## What the gap column contains

The gap in a calculation on a mesh is the energy of the lowest empty electron state less that of the highest filled one, taken over the wave vectors that the mesh contains. Here it was computed with the PBE density functional for one fixed cell of black phosphorus, a crystal of stacked layers. Only the mesh of wave vectors, the k mesh, changes from row to row. A label such as 8,8,6 gives the number of divisions along the three reciprocal directions of the cell. I call the first two, which are equal in every row, $n$.

Two sizes are worth remembering. Between the two finest meshes the energy moves by 0.1 meV per atom, while the gap moves by 80 meV. A mesh can therefore be excellent for the energy and poor for the gap, and here that is true of the finest mesh of all.

Quantum ESPRESSO 7.5, PBE with JTH 2.0 PAW datasets and no spin polarisation, for a fixed four-atom cell of black phosphorus; plane-wave cutoff 490 eV, Fermi-Dirac smearing 0.1 eV. The sweep value is the k mesh. Energies are free energies counted from the 11,11,8 mesh, and the force miss is the largest difference in any force component from that mesh.

```
sweep value  energy less tightest (meV/atom)  pressure (GPa)  gap (eV)  force miss (eV/Å)
      1,1,1                           1222.9           7.719     1.743              2.217
      2,2,2                            296.6           3.790     0.088              0.489
      4,4,3                             31.4           2.028     0.104              0.046
      5,5,4                              9.1           1.948     0.450              0.029
      6,6,4                              4.2           1.891     0.000              0.021
      7,7,5                              1.7           1.850     0.296              0.016
      8,8,6                              0.7           1.838     0.108              0.006
    10,10,7                              0.1           1.830     0.108              0.002
    11,11,8                              0.0           1.829     0.188              0.000
```

## Where the failure shows

The energy, counted from the finest mesh, falls at every step. It is within 10 meV per atom from 5,5,4 onwards and within 1 meV per atom from 8,8,6 onwards. Pressure and forces settle in the same orderly way. The pressure of about 1.8 GPa that remains comes from the fixed cell and the other unchanged settings, so no finer mesh will remove it.

The gap behaves differently. On 5,5,4, which a tolerance of 10 meV per atom would accept, it is 0.450 eV. Three steps further down, 8,8,6 gives 0.108 eV, about a quarter of that. The last row then climbs back to 0.188 eV, although it belongs to the finest mesh.

Most of the disorder vanishes once the rows are sorted by whether $n$ is even or odd. Every odd mesh gives a larger gap than every even one. The odd gaps fall steadily as $n$ grows, whereas the even ones stay close to 0.1 eV, with the exception of 6,6,4. The meshes 8,8,6 and 10,10,7 agree on 0.108 eV, and I take this as the settled value for this cell and functional.

This sorting is the practical sign of the fault. The energy, which merely needs more points, shows no such dependence on parity in this table. A test that compares only 8,8,6 with 10,10,7 finds no change, and one that compares 10,10,7 with 11,11,8 finds a change of most of the gap itself. The two tests disagree because the second one changes the parity of $n$, and with it the special wave vectors that the mesh contains. The small gain in density has little to do with it.

## A simpler system: a ring of atoms

Take a ring of $n$ identical atoms, each with one s orbital and a coupling $t$ to its two neighbours. The levels are $E=-2t\cos\theta$, where $\theta$ is the phase by which the wave changes from one atom to the next. After $n$ steps the wave must match itself, so $\theta$ can only be a whole multiple of $2\pi/n$. The highest possible level, $+2t$, belongs to $\theta=\pi$, where the sign alternates from atom to atom.

Alternating signs fit a square but not a triangle. In a ring with odd $n$ two neighbours would end up with the same sign, and the closest allowed phase is $\pi-\pi/n$. The highest level then lies at $2t\cos(\pi/n)$, which for large $n$ is close to $2t-t\pi^2/n^2$. The band edge is missed, and the miss shrinks as $1/n^2$.

The average over all levels fares much better. In the triangle the levels are $-2t$, $t$ and $t$, whose mean is zero, exactly as for an endless chain. The same three points place the top of the band at $t$ instead of $2t$. One and the same sampling is thus perfect for the average and badly wrong for the edge.

The comparison is good for two things only: the role of parity and the leading $1/n^2$ law. A ring with one orbital per atom has neither the two bands that enclose a gap nor the true band shape of phosphorus. Its average is also exact too early, because in a real crystal couplings over longer distances make the energy settle gradually.

## Why black phosphorus behaves like the ring

If a k mesh contains the zone centre, using $n$ divisions along one direction is equivalent to closing the crystal into a ring of $n$ cells along that direction. In the cell used here, a step along either of the first two edges leads from one layer to the next. The repeat distance along the stacking, 10.9 Å, spans two layers. The parity of $n$ therefore decides which phase relations between neighbouring layers the calculation can represent.

It is well established that the band edges of bulk black phosphorus lie at Z, the point of the zone boundary in the stacking direction. There the phase factor of the wave changes sign from each layer to the next. With this phase relation the overlap between orbitals of adjacent layers pushes the top of the valence band up and the bottom of the conduction band down, so the gap is smallest. An even mesh that includes the zone centre Γ contains Z, and an odd one does not.

That the meshes do include Γ is an inference from the pattern. A mesh shifted by half a step along the first two directions only would exchange the roles, so that odd divisions hit Z and even ones miss it. The smaller gaps on the even meshes point to the unshifted kind. The third division plays no part in this argument, because Z has no component along the third direction.

For odd $n$ the nearest point on the line from Z to Γ lies at $1/n$ of the full distance from Z. Close to a band edge the energy changes with the square of the distance, as in any smooth maximum or minimum. Both edges contribute, the valence band by falling and the conduction band by rising. The surplus in the gap should therefore shrink as $1/n^2$.

## One estimate in full

Let $E_Z$ be the settled gap of the even meshes, 0.108 eV. The mesh 5,5,4 lies 0.342 eV above it. The quadratic law then gives for any other odd mesh

$$E_\mathrm{gap}(n)\approx E_Z+0.342\ \mathrm{eV}\times\left(\frac{5}{n}\right)^2 .$$

For $n=11$ the surplus is $0.342\times 25/121=0.071$ eV, and the estimated gap is $0.108+0.071=0.179$ eV. The calculation gave 0.188 eV. The row 11,11,8 did not enter the estimate, which used only the even-mesh value and the row 5,5,4.

The same step to 7,7,5 gives 0.28 eV against a computed 0.296 eV. In both cases the surplus comes out too small by roughly a tenth. This is the direction to be expected if the bands at one fifth of the way to Γ have already begun to flatten away from a parabola. An anchor taken there makes the curvature at Z look too weak.

At $n=1$ the estimate breaks down completely, with 8.7 eV against a computed 1.743 eV. The only point of that mesh is Γ itself, at the far end of the line, where an expansion around Z has no validity. The electron density obtained from a single point is poor as well. The law describes the approach to a band edge, not a whole band.

The law also tells how slowly an odd mesh recovers. To bring the surplus of 80 meV at $n=11$ down to 10 meV, $n$ must grow by a factor $\sqrt{8}$, to about 31. Adding points while keeping $n$ odd is thus a costly cure for a fault that a single well-placed point removes. On the same grounds a mesh with $n=9$ should give a gap a little above 0.2 eV, between its two odd neighbours in the table.

## Why the energy gives no warning

The total energy adds up contributions from the whole zone, and the neighbourhood of Z is a small part of it. Leaving out the point Z while sampling its surroundings evenly changes such a sum very little. The gap, by contrast, is set by two extreme states, and no other point can make up for their absence. A convergence test on the energy answers a different question from the one that the gap asks.

The coarse mesh 2,2,2 shows the reverse case. Its energy is wrong by 297 meV per atom relative to the finest mesh, and its pressure is about twice the settled value. Yet its gap of 0.088 eV is only 20 meV below the settled one. It helps that the mesh contains Z, though so close a match may be partly luck. The mesh remains unfit for work on energies or structures, and its density is too crude for the gap to be trusted without the finer even meshes.

## The row that breaks the pattern

The mesh 6,6,4 has even $n$ and should contain Z, but its gap is printed as 0.000 eV. Its energy, pressure and force miss all fit smoothly between those of its neighbours. A possible cause is the smearing. Its width parameter is 0.1 eV, but the occupation of the states changes over several times that energy, which is more than the whole gap. The Fermi level, which separates filled from empty states, may then have landed inside a band, so that the crystal was read as a metal.

This explanation is untested. A real overlap of the bands at a point that only this mesh contains would also give zero. A list of the band energies around the Fermi level would decide between the two. Until then, the row should not be read as a transition to a metal.

## A wrong gap that looks right

The measured gap of black phosphorus is, as a rough recalled figure, 0.3 eV. The mesh 7,7,5 gives 0.296 eV and so seems to agree with experiment. The agreement is accidental, since errors of opposite sign offset each other: PBE tends to make gaps too small, and the odd mesh makes this one too large. The fixed cell, which was not relaxed here and is under pressure, also affects the gap, by an amount that the table does not give. A better mesh removes only the error of the mesh and exposes the rest.

The sound procedure separates the two tasks. The mesh is first refined until energy, pressure and forces are steady, which fixes the electron density. The gap is then read from band energies computed with that density along lines through the zone, including the points on its boundary. If only mesh values are at hand, an even and an odd mesh of similar fineness should be compared, and a large difference between them is a strong hint that at least one has missed a band edge.
